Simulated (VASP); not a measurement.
# MoSe2 (P6_3/mmc) in VASP: a series of runs

The runs below take MoSe2 through relaxation of shape and atoms at fixed volume, relaxation of cell and atoms, with PBEsol, LDA.

Everything below comes from runs of VASP 6.6.1. Logs are shortened: lines on timing, memory, paths and dates and some standing lists are left out, and cuts for length are marked.

## 1. Starting point

It takes space group P6_3/mmc (No. 194, hexagonal). The conventional cell has a = 3.288 Å, b = 3.288 Å, c = 12.900 Å, α = 90.00°, β = 90.00°, γ = 120.00°. Mo (site symmetry -6m2) has 6 Se at 2.49 Å as nearest neighbours. Se (site symmetry 3m) has 3 Mo at 2.49 Å as nearest neighbours.

## 2. Relaxation of shape and atoms at fixed volume, PBEsol (a relaxed cell with its volume scaled by 1.04)

The input, INCAR:

```
ALGO     = Normal         # electronic algorithm
EDIFF    = 1E-7           # SCF threshold, eV
EDIFFG   = -0.01          # ionic threshold
ENCUT    = 600            # plane-wave cutoff, eV
GGA      = PS             # functional
IBRION   = 2              # ionic algorithm
ISIF     = 4              # what is computed and relaxed
ISMEAR   = 0              # smearing method
KPAR     = 2            
LASPH    = T              # aspherical terms in the spheres
LCHARG   = F              # write CHGCAR
LREAL    = F              # projectors in reciprocal space
LWAVE    = F              # write WAVECAR
NELM     = 80             # most SCF steps
NSW      = 40             # ionic steps
PREC     = Accurate       # precision mode
SIGMA    = 0.03           # smearing width, eV
```

The input, KPOINTS:

```
k-points
0
Gamma
  9 9 2
```

The input, POSCAR:

```
MoSe2                                   
1.0
    3.3139185811      0.0000000000     -0.0000000000
   -1.6569592905      2.8699376772      0.0000000000
    0.0000000000      0.0000000000     13.3128067752
  Mo              Se            
     2     4
Direct
     0.3333333332999970    0.6666666667000030    0.2500000000000000
     0.6666666667000030    0.3333333332999970    0.7500000000000000
     0.3333333332999970    0.6666666667000030    0.6231806214101955
     0.6666666667000030    0.3333333332999970    0.1231806214101955
     0.3333333332999970    0.6666666667000030    0.8768193785898045
     0.6666666667000030    0.3333333332999970    0.3768193785898045
```

Potentials or basis: VASP PAW PBE potentials, release 64 (Mo_sv, Se).

On the command line:

```
$ cat potpaw_PBE.64/Mo_sv/POTCAR potpaw_PBE.64/Se/POTCAR > POTCAR
$ mpirun -np 2 vasp_std > vasp.out
```

OUTCAR:

```text
EDIFF = 1E-7
   EDIFFG = -0.01
   ENCUT = 600
   GGA = PS
   IBRION = 2
   ISIF = 4
   ISMEAR = 0
   LASPH = T
   LREAL = F
   NELM = 80
   NSW = 40
   PREC = Accurate

 ion  position               nearest neighbor table
   1  0.333  0.667  0.250-   4 2.55   6 2.55   4 2.55   6 2.55   4 2.55   6 2.55
   2  0.667  0.333  0.750-   3 2.55   5 2.55   3 2.55   5 2.55   3 2.55   5 2.55
   3  0.333  0.667  0.623-   2 2.55   2 2.55   2 2.55
   4  0.667  0.333  0.123-   1 2.55   1 2.55   1 2.55
   5  0.333  0.667  0.877-   2 2.55   2 2.55   2 2.55
   6  0.667  0.333  0.377-   1 2.55   1 2.55   1 2.55

  LATTYP: Found a hexagonal cell.
 ALAT       =     3.3139185811
 C/A-ratio  =     4.0172401492

  Lattice vectors:

 A1 = (   3.3139185811,   0.0000000000,   0.0000000000)
 A2 = (  -1.6569592905,   2.8699376772,   0.0000000000)
 A3 = (   0.0000000000,   0.0000000000,  13.3128067752)

Analysis of symmetry for initial positions (statically):
=====================================================================
 Subroutine PRICEL returns:
 Original cell was already a primitive cell.

 Routine SETGRP: Setting up the symmetry group for a
 hexagonal supercell.

 Subroutine GETGRP returns: Found 24 space group operations
 (whereof 12 operations were pure point group operations)
 out of a pool of 24 trial point group operations.

The static configuration has the point symmetry D_3d.
 The point group associated with its full space group is D_6h.

Analysis of symmetry for dynamics (positions and initial velocities):
=====================================================================
 Subroutine PRICEL returns:
 Original cell was already a primitive cell.

 Routine SETGRP: Setting up the symmetry group for a
 hexagonal supercell.

 Subroutine GETGRP returns: Found 24 space group operations
 (whereof 12 operations were pure point group operations)
 out of a pool of 24 trial point group operations.

The dynamic configuration has the point symmetry D_3d.
 The point group associated with its full space group is D_6h.

 Subroutine INISYM returns: Found 24 space group operations
 (whereof 12 operations are pure point group operations),
 and found     1 'primitive' translations

----------------------------------------------------------------------------------------

                                     Primitive cell

  volume of cell :     126.6146

  direct lattice vectors                    reciprocal lattice vectors
     3.313918581  0.000000000  0.000000000     0.301757565  0.174219811  0.000000000
    -1.656959290  2.869937677  0.000000000     0.000000000  0.348439622  0.000000000
     0.000000000  0.000000000 13.312806775     0.000000000  0.000000000  0.075115640

  length of vectors
     3.313918581  3.313918581 13.312806775     0.348439622  0.348439622  0.075115640

  position of ions in fractional coordinates (direct lattice)
     0.333333333  0.666666667  0.250000000
     0.666666667  0.333333333  0.750000000
     0.333333333  0.666666667  0.623180621
     0.666666667  0.333333333  0.123180621
     0.333333333  0.666666667  0.876819379
     0.666666667  0.333333333  0.376819379

  ion indices of the primitive-cell ions
   primitive index   ion index
                 1           1
                 2           2
                 3           3
                 4           4
                 5           5
                 6           6

----------------------------------------------------------------------------------------

 KPOINTS: k-points

Automatic generation of k-mesh.
 Grid dimensions read from file:
 generate k-points for:    9    9    2

 Generating k-lattice:

  Cartesian coordinates                     Fractional coordinates (reciprocal lattice)
     0.033528618  0.019357757  0.000000000     0.111111111  0.000000000  0.000000000
     0.000000000  0.038715514  0.000000000     0.000000000  0.111111111  0.000000000
     0.000000000  0.000000000  0.037557820     0.000000000  0.000000000  0.500000000

  Length of vectors
     0.038715514  0.038715514  0.037557820

  Shift w.r.t. Gamma in fractional coordinates (k-lattice)
     0.000000000  0.000000000  0.000000000

 Subroutine IBZKPT returns following result:
 ===========================================

 Found     24 irreducible k-points:

 Following reciprocal coordinates:
            Coordinates               Weight
  0.000000  0.000000  0.000000      1.000000
  0.111111 -0.000000  0.000000      6.000000
  0.222222 -0.000000  0.000000      6.000000
  0.333333  0.000000  0.000000      6.000000
  0.444444 -0.000000  0.000000      6.000000
  0.111111  0.111111  0.000000      6.000000
[... 16 lines left out ...]
  0.333333  0.222222  0.500000     12.000000
  0.333333  0.333333  0.500000      2.000000
   k-points           NKPTS =     24   k-points in BZ     NKDIM =     24   number of bands    NBANDS=     31
   number of dos      NEDOS =    301   number of ions     NIONS =      6
   total plane-waves  NPLWV =  84672
   dimension x,y,z NGX =    28 NGY =   28 NGZ =  108
   dimension x,y,z NGXF=    56 NGYF=   56 NGZF=  216
   ions per type =               2   4
   NGX,Y,Z   is equivalent  to a cutoff of  14.05, 14.05, 13.49 a.u.
   NGXF,Y,Z  is equivalent  to a cutoff of  28.09, 28.09, 26.97 a.u.
 SYSTEM =  unknown system
   PREC   = accura    normal or accurate (medium, high low for compatibility)
   ISTART =      0    job   : 0-new  1-cont  2-samecut
   ICHARG =      2    charge: 1-file 2-atom 10-const
   ISPIN  =      1    spin polarized calculation?
   LNONCOLLINEAR =      F non collinear calculations
   LSORBIT =      F    spin-orbit coupling
   LASPH  =      T    aspherical Exc in radial PAW
   ENCUT  =  600.0 eV  44.10 Ry    6.64 a.u.   6.62  6.62 26.59*2*pi/ulx,y,z
   NELM   =     80;   NELMIN=  2; NELMDL= -5     # of ELM steps
   EDIFF  = 0.1E-06   stopping-criterion for ELM
   LREAL  =      F    real-space projection
   EDIFFG = -.1E-01   stopping-criterion for IOM
   NSW    =     40    number of steps for IOM
   IBRION =      2    ionic relax: 0-MD 1-quasi-New 2-CG
   NFREE  =      1    steps in history (QN), initial steepest desc. (CG)
   ISIF   =      4    stress and relaxation
   ISYM   =      2    0-nonsym 1-usesym 2-fastsym
   POTIM  = 0.5000    time-step for ionic-motion
   TEBEG  =    0.0;   TEEND  =   0.0 temperature during run
   PSTRESS=    0.0 pullay stress
   NELECT =      52.0000    total number of electrons
   NUPDOWN=      -1.0000    fix difference up-down
   EMIN   =  10.00;   EMAX   =-10.00  energy-range for DOS
   EFERMI =   0.00;   METHOD = LEGACY
   ISMEAR =     0;   SIGMA  =   0.03  broadening in eV -4-tet -1-fermi 0-gaus
   EFERMI_NEDOS =   21; number of points for ismear=-14 and -15
   IALGO  =     38    algorithm
   IMIX   =      4    mixing-type and parameters
     AMIX     =   0.40;   BMIX     =  1.00
     AMIX_MAG =   1.60;   BMIX_MAG =  1.00
  volume/ion in A,a.u.               =      21.10       142.41
  Fermi-wavevector in a.u.,A,eV,Ry     =   1.216881  2.299571 20.147485  1.480798
  Thomas-Fermi vector in A             =   2.352220
   LORBIT       =      0    0 simple, 1 ext, 2 COOP (PROOUT), +10 PAW based schemes
   GGA     = PS    functional components
   LHFCALC =     F    Hartree Fock is set to
   AEXX    =    0.0000 exact exchange contribution
   IVDW    =     0    specifies the selected vdW correction
   LEPSILON=     F    determine dielectric tensor
   LRPA    =     F    only Hartree local field effects (RPA)
 conjugate gradient relaxation of ions
 non-spin polarized calculation
 Gauss-broadening in eV      SIGMA  =   0.03
  energy-cutoff  :      600.00
  volume of cell :      126.61
 maximum number of plane-waves:      4289
 NGX is ok and might be reduce to    28
   NGX = 13   NGY = 13   NGZ = 53

--------------------------------------- Ionic step        1  -------------------------------------------

 number of electron      51.9999998 magnetization

 Free energy of the ion-electron system (eV)
  ---------------------------------------------------
  ext. energy  EPLUGINS =         0.00000000
  ---------------------------------------------------
  free energy    TOTEN  =       -43.19084600 eV

  energy without entropy =      -43.19084600  energy(sigma->0) =      -43.19084600

------------------------ aborting loop because EDIFF is reached ----------------------------------------

  FORCE on cell =-STRESS in cart. coord.  units (eV):
  Direction    XX          YY          ZZ          XY          YZ          ZX
  --------------------------------------------------------------------------------------
  -------------------------------------------------------------------------------------
  Total       -3.5042923     -3.5042923     -4.1659693     -0.0000000      0.0000000      0.0000000
  in kB      -44.3431945    -44.3431945    -52.7160324     -0.0000000      0.0000000      0.0000000
  external PRESSURE =     -47.1341405 kB  Pullay stress =       0.0000000 kB
[... 265 lines left out ...]
  energy  without entropy=      -43.2531828147  energy(sigma->0) =      -43.25318281

--------------------------------------- Ionic step        8  -------------------------------------------

 number of electron      52.0000003 magnetization

 Free energy of the ion-electron system (eV)
  ---------------------------------------------------
  ext. energy  EPLUGINS =         0.00000000
  ---------------------------------------------------
  free energy    TOTEN  =       -43.25322529 eV

  energy without entropy =      -43.25322529  energy(sigma->0) =      -43.25322529

 E-fermi :   5.8550     XC(G=0): -10.5209

 val. band max:        5.6208872223   @ k =   0.0000   0.0000   0.0000
 cond. band min:       6.7731902929   @ k =   0.2222   0.1111   0.0000
 fundamental gap:      1.1523030706
 Fermi energy:         5.8549770907

 k-point     1 :       0.0000    0.0000    0.0000
  band No.  band energies     occupation
      1     -55.2693      2.00000
      2     -55.2693      2.00000
      3     -29.4764      2.00000
      4     -29.4764      2.00000
      5     -29.2700      2.00000
      6     -29.2700      2.00000
[... 838 lines left out ...]
  FREE ENERGIE OF THE ION-ELECTRON SYSTEM (eV)
  ---------------------------------------------------
  free  energy   TOTEN  =       -43.2532252863 eV

  energy  without entropy=      -43.2532252863  energy(sigma->0) =      -43.25322529

 reached required accuracy - stopping structural energy minimisation
```

Wall time 2.7 min (2 MPI ranks of Intel Xeon 6975P-C (Granite Rapids), shared host); peak memory 0.33 GiB.

What came out:

```
Free energy               : -43.2532 eV
Energy gained by relaxing : 10.4 meV/atom
Ionic steps               : 8
Pressure after relaxing   : -0.6 GPa
Band gap on the k mesh    : 1.15 eV, indirect (least direct gap 1.50 eV)
```

Step by step:
```tsv
step	energy change (eV)	largest force (eV/Å)	pressure (GPa)
1	0.0000	0.5766	-4.71
2	-0.0348	0.0786	-2.58
3	-0.0348	0.0608	-2.51
4	-0.0513	0.0306	-1.80
5	-0.0622	0.0274	-0.43
6	-0.0623	0.0232	-0.53
7	-0.0623	0.0181	-0.70
8	-0.0624	0.0006	-0.63
```

Final structure:
```cif
data_structure
_symmetry_space_group_name_H-M 'P 1'
_symmetry_Int_Tables_number 1
_cell_length_a 3.2785
_cell_length_b 3.2785
_cell_length_c 13.6019
_cell_angle_alpha 90.000
_cell_angle_beta 90.000
_cell_angle_gamma 120.000
_cell_volume 126.61
loop_
_atom_site_label
_atom_site_type_symbol
_atom_site_fract_x
_atom_site_fract_y
_atom_site_fract_z
_atom_site_occupancy
Mo1 Mo 0.33333 0.66667 0.25000 1
Mo2 Mo 0.66667 0.33333 0.75000 1
Se1 Se 0.33333 0.66667 0.62760 1
Se2 Se 0.66667 0.33333 0.12760 1
Se3 Se 0.33333 0.66667 0.87240 1
Se4 Se 0.66667 0.33333 0.37240 1
```

Caveat: the PAW data sets were made with another functional, which shifts forces and pressure a little; an odd mesh through Γ misses points on the zone boundary, where band edges often lie; this functional lacks dispersion, which binds the layers, so the pressure and a relaxed spacing across them are unreliable.

## 3. Relaxation of shape and atoms at fixed volume, PBEsol (a relaxed cell with its volume scaled by 1.06)

INCAR is that of step 2.

KPOINTS is that of step 2.

POSCAR, as its differences from that of step 2:

```diff
@@ -2,5 +2,5 @@
 1.0
-    3.3139185811      0.0000000000     -0.0000000000
-   -1.6569592905      2.8699376772      0.0000000000
-    0.0000000000      0.0000000000     13.3128067752
+    3.3350269119      0.0000000000     -0.0000000000
+   -1.6675134559      2.8882180279      0.0000000000
+    0.0000000000      0.0000000000     13.3976040090
   Mo              Se
```

Potentials or basis: VASP PAW PBE potentials, release 64 (Mo_sv, Se).

On the command line:

```
$ cat potpaw_PBE.64/Mo_sv/POTCAR potpaw_PBE.64/Se/POTCAR > POTCAR
$ mpirun -np 2 vasp_std > vasp.out
```

Wall time 2.9 min (2 MPI ranks of Intel Xeon 6975P-C (Granite Rapids), shared host); peak memory 0.33 GiB.

Results (log left out):

- Free energy: -43.2436 eV
- Energy gained by relaxing: 23.2 meV/atom
- Ionic steps: 8
- Pressure after relaxing: -0.7 GPa
- Band gap on the k mesh: 1.23 eV, indirect (least direct gap 1.50 eV)

Step by step:
| step | energy change (eV) | largest force (eV/Å) | pressure (GPa) |
| --- | --- | --- | --- |
| 1 | 0.0000 | 0.8342 | -6.71 |
| 2 | -0.0751 | 0.1385 | -3.80 |
| 3 | -0.0754 | 0.0897 | -3.59 |
| 4 | -0.1126 | 0.0398 | -2.54 |
| 5 | -0.1385 | 0.0672 | -0.28 |
| 6 | -0.1387 | 0.0587 | -0.48 |
| 7 | -0.1388 | 0.0495 | -0.91 |
| 8 | -0.1391 | 0.0006 | -0.70 |

Final structure:
```
Mo Se
1.0
     3.27946    0.00000    0.00000
    -1.63973    2.84010    0.00000
     0.00000    0.00000   13.85547
Mo Se
2 4
Cartesian
  0.0000 1.8934 3.4639
  1.6397 0.9467 10.3916
  0.0000 1.8934 8.7271
  1.6397 0.9467 1.7994
  0.0000 1.8934 12.0561
  1.6397 0.9467 5.1283
```

Levels at points of the mesh, in eV from the valence-band top:
```csv
k point,band 24,band 25,band 26,band 27,band 28,band 29
"(0.00, 0.00, 0.00)",-1.14,-0.83,0.00,2.80,2.80,2.83
"(0.00, 0.00, 0.50)",-1.27,-0.22,-0.22,2.82,2.82,2.82
```

Caveat: the PAW data sets were made with another functional, which shifts forces and pressure a little; an odd mesh through Γ misses points on the zone boundary, where band edges often lie; this functional lacks dispersion, which binds the layers, so the pressure and a relaxed spacing across them are unreliable.

## 4. Relaxation of cell and atoms, LDA

The input, INCAR:

```
SYSTEM = MoSe2
PREC = Accurate ; ENCUT = 600
EDIFF = 1E-6 ; ISMEAR = 0
SIGMA = 0.03 ; LREAL = .False.
LASPH = .True. ; NELM = 80
ALGO = Normal ; ISIF = 3
LWAVE = .False. ; LCHARG = .False.
IBRION = 2 ; NSW = 90
EDIFFG = -0.01 ; KPAR = 2
```

The input, KPOINTS:

```
Automatic mesh
0
Gamma
  9 9 2
  0 0 0
```

The input, POSCAR:

```
MoSe2
1.0
    3.2880000000      0.0000000000      0.0000000000
   -1.6440000000      2.8474915276      0.0000000000
    0.0000000000      0.0000000000     12.9000000000
Mo Se
2 4
Direct
    0.3333333333      0.6666666667      0.2500000000
    0.6666666667      0.3333333333      0.7500000000
    0.3333333333      0.6666666667      0.6250000000
    0.6666666667      0.3333333333      0.1250000000
    0.3333333333      0.6666666667      0.8750000000
    0.6666666667      0.3333333333      0.3750000000
```

Potentials or basis: VASP PAW LDA potentials, release 64 (Mo_sv, Se).

On the command line:

```
$ cat potpaw_LDA.64/Mo_sv/POTCAR potpaw_LDA.64/Se/POTCAR > POTCAR
$ mpirun -np 2 vasp_std > vasp.out
```

It took 5 min on 2 MPI ranks of AMD EPYC 9R45 (Zen 5), shared host; peak memory 0.26 GiB.

The run converged. Its results:

```
Free energy                            : -45.2706 eV
Relaxed volume                         : 19.44 Å³/atom
Relaxed cell                           : a = 3.252 Å, b = 3.252 Å, c = 12.739 Å, α = 90.00°, β = 90.00°, γ = 120.00°
Space group after relaxing (to 0.05 Å) : P6_3/mmc (No. 194)
Energy gained by relaxing              : 12.2 meV/atom
Ionic steps                            : 21
Pressure after relaxing                : 0.0 GPa
Band gap on the k mesh                 : 0.83 eV, indirect (least direct gap 1.51 eV)
```

Step by step:
```tsv
step	energy change (eV)	largest force (eV/Å)	pressure (GPa)	volume (Å³)
1	0.0000	0.6608	1.14	120.78
2	0.0060	0.5839	-4.63	123.26
3	-0.0444	0.0274	-1.78	121.97
4	-0.0592	0.0713	0.45	119.05
5	-0.0612	0.0595	-0.14	119.79
6	-0.0628	0.0903	0.04	119.48
7	-0.0652	0.1853	0.58	118.55
8	-0.0656	0.1785	0.55	118.52
9	-0.0670	0.1592	0.42	118.44
10	-0.0691	0.1217	0.17	118.28
11	-0.0712	0.0470	-0.33	117.96
12	-0.0713	0.0314	-0.43	117.89
13	-0.0720	0.0260	-0.34	117.62
14	-0.0729	0.0160	-0.19	117.15
15	-0.0731	0.0042	0.15	116.20
16	-0.0733	0.0065	-0.03	116.66
17	-0.0733	0.0049	-0.01	116.61
18	-0.0733	0.0059	0.00	116.64
19	-0.0734	0.0008	-0.05	116.67
20	-0.0734	0.0083	-0.08	116.71
21	-0.0734	0.0007	0.01	116.66
```

Final structure:
```xyz
6
Lattice="3.2518 0.0000 0.0000 -1.6259 2.8161 0.0000 0.0000 0.0000 12.7388" Properties=species:S:1:pos:R:3 pbc="T T T"
Mo    0.0000    1.8774    3.1847
Mo    1.6259    0.9387    9.5541
Se    0.0000    1.8774    7.8936
Se    1.6259    0.9387    1.5243
Se    0.0000    1.8774   11.2145
Se    1.6259    0.9387    4.8451
```

Levels at points of the mesh, in eV from the valence-band top:
```tsv
k point	band 23	band 24	band 25	band 26	band 27	band 28	band 29	band 30
(0.00, 0.00, 0.00)	-1.53	-1.27	-0.73	0.00	2.54	2.54	2.62	2.62
(0.00, 0.00, 0.50)	-1.55	-1.55	-0.18	-0.18	2.56	2.56	2.56	2.56
```

Caveat: an odd mesh through Γ misses points on the zone boundary, where band edges often lie. Zero-point motion and thermal expansion aren't in these numbers.

(Part 1 of 2 ends here.)
